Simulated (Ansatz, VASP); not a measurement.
# AlN in VASP and in Ansatz

File INCAR:

```
ALGO = Normal
EDIFF = 1E-7
ENCUT = 520
GGA = PE
ISIF = 2
ISMEAR = 0
LASPH = True
LCHARG = False
LREAL = False
LWAVE = False
NBANDS = 11
NELM = 80
PREC = Accurate
SIGMA = 0.05
```

KPOINTS

```
k-points
0
Gamma
  10 10 10
```

POSCAR

```
AlN
1.0
    0.0000000000      2.1839935596      2.1839935596
    2.1839935596      0.0000000000      2.1839935596
    2.1839935596      2.1839935596      0.0000000000
Al N
1 1
Direct
   -0.0099133237     -0.0099133237     -0.0099133237
    0.7500000000      0.7500000000      0.7500000000
```

Input for Ansatz:

```yaml
crystal:
  lattice:
    - [0.0, 2.1839935596, 2.1839935596]
    - [2.1839935596, 0.0, 2.1839935596]
    - [2.1839935596, 2.1839935596, 0.0]
  atoms:
    - { symbol: Al, position: [-0.0099133237, -0.0099133237, -0.0099133237] }
    - { symbol: "N", position: [0.75, 0.75, 0.75] }
basis:
  ecutwfc: 420
kpoints:
  mp_grid: { grid: [10, 10, 10] }
hamiltonian:
  xc: pbe
scf:
  occupations: { method: gaussian, width: 0.05 }
output:
  forces: true
  stress: true
  eigenvalues: true
```

Change from the starting cell: all Al atoms moved +0.075 Å, as atom 1 towards its neighbour atom 2 (N) at 1.891 Å.

Alike in both runs: task single point; functional PBE; k mesh 10 × 10 × 10; occupations gaussian, width 0.05 eV; no spin polarisation.

|  | VASP | Ansatz |
| --- | --- | --- |
| version | VASP 6.6.1 | Ansatz 0.2.0 |
| potentials or method | VASP PAW PBE potentials, release 64 (Al, N) | scalar-relativistic, plane waves, PAW |
| plane-wave cutoff (eV) | 520 | 420 |
| valence electrons in the cell | 8 | 8 |

```tsv
	VASP	Ansatz	Ansatz less VASP
gap on the k mesh at the Fermi level (eV)	3.21	3.21	+0.008
least direct gap on the mesh (eV)	4.07	4.06	-0.010
pressure (GPa)	5.4	5.6	+0.26
largest component of the traceless stress (GPa)	3.72	3.69	-0.027
rms of the force components (eV/Å)	0.762	0.759	-0.0033
```

Atom by atom the forces differ by 0.003 eV/Å (rms over components).

Caveats: forces of over 1 eV/Å show positions far from the minimum, so gaps and moduli don't describe the material at rest. A k mesh can miss the band edges.
